**Q.** I have r2SCAN results for the crystal H₆OF₄, and five rows, A to E, have lost their labels. What sizes of field gradient go with which element?

Unrelaxed database structure of H6OF4 (P-1, 22 atoms), computed with Ansatz 0.2.0: scalar-relativistic r2SCAN, plane waves, default PAW datasets with responding cores, 500 eV cutoff, 5x4x4 k mesh, no spin polarisation. Vzz is the principal field gradient largest in size; asymmetry is (Vxx - Vyy)/Vzz. Couplings are eQVzz/h with Q = 0.002858 barn (2H) and -0.02558 barn (17O). Candidates: F15, H7, F19, F21, F17.

```
row  Vzz (1e21 V/m^2)  asymmetry  quadrupole coupling (MHz)  potential at the nucleus less that at the first site of the element (V)
  A             18.75       0.20                        n/a                                                                     0.00
  B             17.09       0.29                        n/a                                                                    -0.15
  C             15.56       0.40                        n/a                                                                    -0.01
  D             -8.76       0.39                        n/a                                                                    -0.45
  E              2.48       0.03                      0.171                                                                     0.16
```

**A.** Vzz is the largest principal curvature of the electrostatic potential at a nucleus, and the asymmetry says how far the gradient departs from axial symmetry, for which it is zero. In units of 10²¹ V/m², hydrogen in this crystal feels about 2, while oxygen and fluorine feel roughly 10 to 20. As couplings eQVzz/h, with Q the nuclear quadrupole moment, that is 0.1 to 0.2 MHz for deuterons and about 9 MHz for ¹⁷O. A gradient weights charge by the inverse cube of its distance, so an uneven 2p shell close to an F or O nucleus counts for much more than the neighbours that hydrogen has to rely on.

**Q.** Then one row should be easy.

**A.** Row E is H7, and this is sure. Its Vzz of 2.48 is of hydrogen size, and it alone has a coupling, since ¹⁹F has spin 1/2 and no quadrupole moment. H7 is the only hydrogen among the candidates, so A to D are the four fluorines.

**Q.** How do the four fluorines differ chemically?

**A.** The full table, shown at the end, gives the first shell and distances of each labelled atom. Its shell labels count neighbours, so H3 there means three H atoms. Oxygen has three H near 1.01 Å, which makes the solid H₃O⁺ with H₃F₄⁻. For an atom with two neighbours, the mean distance minus and plus half the spread gives the short and the long distance. H7 then sits 0.98 Å from one F and 1.42 Å from the other, and H9 and H11 are off centre too.

Matching such lengths between the H and F sites gives the chain F15–H7···F17–H9···F19···H11–F21. The short bonds are 0.98 Å at F15, 1.00 Å at F21 and 1.025 Å at F17, each uncertain by somewhat under 0.01 Å through rounding. F19 has no short bond and is a fluoride-like acceptor of three protons. Its third contact, and the long contact of F21, match no proton of the chain, so by elimination they come from the cation.

**Q.** What does that bonding do to the gradient?

**A.** This part is theory. A free fluoride ion has a closed, spherical shell and no gradient. A bond to H draws electron density out of the 2p orbital that points along it, and that deficit acts as positive charge on the axis, very near the nucleus, which makes Vzz positive along the bond. As the proton moves off, the atom returns towards fluoride and Vzz falls. With three protons spread around the atom, the depleted directions lie near a plane, the unique axis is the normal to it, and Vzz is negative.

The geometry can be checked with bare charges +e at the listed H positions, with nothing fitted. A charge at distance r gives +2ke/r³ along the line to it and −ke/r³ across it, where ke = e/4πε₀ = 1.44 V nm. For F15, r³ = (0.98 Å)³ = 0.941 Å³, so Vzz = 2 × 1.44/0.941 = 3.06 in the table's units, with zero asymmetry. For more neighbours the tensors add, and an H–F–H angle has to be assumed.

With either 120° or 109.5° the estimate is positive for F15, F17 and F21 and negative for F19. In size it falls short of the four fluorine rows by a factor of about 5 to 8. That shortfall is what the 2p picture leads to, because the orbital deficit has the angular pattern of the charges but lies far closer to the nucleus. The estimate is therefore a guide to sign, order and shape only.

**Q.** So the negative row is the acceptor?

**A.** Yes, D is F19, and this is sure. It is the only negative row of the four (−8.76), and three-coordinate O13 has the same sign. Its magnitude is 0.47 of that of A, so the ion is far from free. The smaller size alone does not show a fuller shell, because the effects of three protons partly cancel. D also has the lowest potential at the nucleus, −0.45 V, as fits the fluorine with the most electron charge around it.

**Q.** And the largest gradient?

**A.** A is F15. It should have the largest Vzz because its bond is the shortest, and the lowest asymmetry because it has one listed neighbour; A has both, with 18.75 and 0.20. The potential column settles it by definition, since F15 is the first fluorine site and has to read 0.00 V, which only A does. The estimate fails on one point here, giving zero asymmetry, and a more distant contact from the side is my guess at the cause.

**Q.** That leaves B and C for F17 and F21. Both have one short and one long contact.

**A.** This is the least sure pair. F17 has the longer bond, so it should take the smaller gradient, C with 15.56 against B with 17.09. The step is 9 % of B, and no all-electron run of this crystal is at hand to say whether the method resolves it. The makers of the data report tests on other systems, where Vzz missed all-electron values by 2 to 3 % at the median and by over a tenth at about one site in ten. Those figures are a rough guide, not an error bar for these rows. The gradient alone makes C = F17 likely and no more.

The asymmetry points the same way, because the second proton of F17 is closer relative to the first and breaks the axial symmetry more. At 120° the estimate gives 0.38 for F17 and 0.31 for F21, near the 0.40 of C and the 0.29 of B. That agreement hangs on the assumed angle.

At 109.5° both estimates rise, and F21 gets 0.41, which is close to the value of C. The order survives if the two angles are similar or F17 has the smaller one, but it can reverse if F21 does. The asymmetry is thus support, not proof.

**Q.** The potential seems to disagree. A longer bond means a more ionic F, so F17 should be B at −0.15 V.

**A.** That rule worked for D, but the protons, whose labels are known, suggest that it misleads here. H11, bonded to F21, lies 0.15 V below H9, bonded to F17, while B lies 0.14 V below C. H7 and H9 are within 0.02 V of each other, just as A and C are within 0.01 V. If the potential shifts for an HF unit as a whole, B is the partner of H11, hence F21. That the shift comes from the charges surrounding this unit is a guess, not tested here.

**Q.** Show me the labels.

The rows with their labels:

```
atom  first shell  mean distance (Å)  longest less shortest (Å)  Vzz (1e21 V/m^2)  asymmetry  quadrupole coupling (MHz)  potential at the nucleus less that at the first site of the element (V)
  H1           O1               1.00                       0.00              2.74       0.14                      0.189                                                                     0.00
  H3           O1               1.02                       0.00              2.16       0.19                      0.149                                                                     0.04
  H5           O1               1.01                       0.00              2.44       0.18                      0.168                                                                    -0.01
  H7           F2               1.20                       0.44              2.48       0.03                      0.171                                                                     0.16
  H9           F2               1.16                       0.27              1.58       0.01                      0.109                                                                     0.18
 H11           F2               1.18                       0.36              2.03       0.04                      0.140                                                                     0.03
 O13           H3               1.01                       0.02            -14.01       0.07                       8.67                                                                     0.00
 F15           H1               0.98                       0.00             18.75       0.20                        n/a                                                                     0.00
 F17           H2               1.22                       0.39             15.56       0.40                        n/a                                                                    -0.01
 F19           H3               1.37                       0.16             -8.76       0.39                        n/a                                                                    -0.45
 F21           H2               1.25                       0.50             17.09       0.29                        n/a                                                                    -0.15
```

**A.** A is F15, B is F21, C is F17, D is F19 and E is H7. F15 has the largest gradient in magnitude of any site in the crystal. The protons of the chain follow their fluorines, with 2.48, 2.03 and 1.58 for H7, H11 and H9 as the short bond lengthens. Against the mean distance this trend looks reversed, because in these three bridges a longer covalent bond goes with a much shorter contact.

**Q.** Why does hydrogen respond more strongly than fluorine?

**A.** From the shortest to the longest F–H bond, Vzz drops by 36 % at H and by 17 % at F. Taken from these two end points as a power of the bond length, the exponent is near −10 at H and near −4 at F, both loose because the distances are rounded. Neither describes the stretch alone, since the hydrogen-bond contacts change along with the bond. Theory argues that the gradient at H is a small difference between the positive term of the partner's nucleus and the negative term of the electrons, so a small stretch changes it by a large fraction. A stronger hydrogen bond thus means a smaller deuteron coupling, and the three O–H rows fall with bond length in the same way.

**Q.** Could my deuteron spectrum tell H7 from the O–H sites?

**A.** The coupling alone could not, since H7 and H5 differ by only 3 kHz, or 1.6 % of the H7 gradient. On the trend from H7 to H9, a stretch of about 0.002 Å in the H7 bond would cancel that gap, and it is also smaller than the median miss in the makers' tests on other systems. The line shape could, provided the crystal is cold enough that the H₃O⁺ ions do not turn, because the asymmetry is at most 0.04 for the F–H deuterons and at least 0.14 for the O–H ones. An HF unit is nearly axial about its bond, whereas an O–H bond in H₃O⁺ has two other bonds to one side. The absolute couplings deserve less trust than this pattern, because the atoms are unrelaxed, with nearly opposite forces of 0.17 eV/Å on H7 and F15, and the gradient at H is steep in just that bond length. The nuclei are also static, and zero-point motion is known to alter measured deuteron couplings.
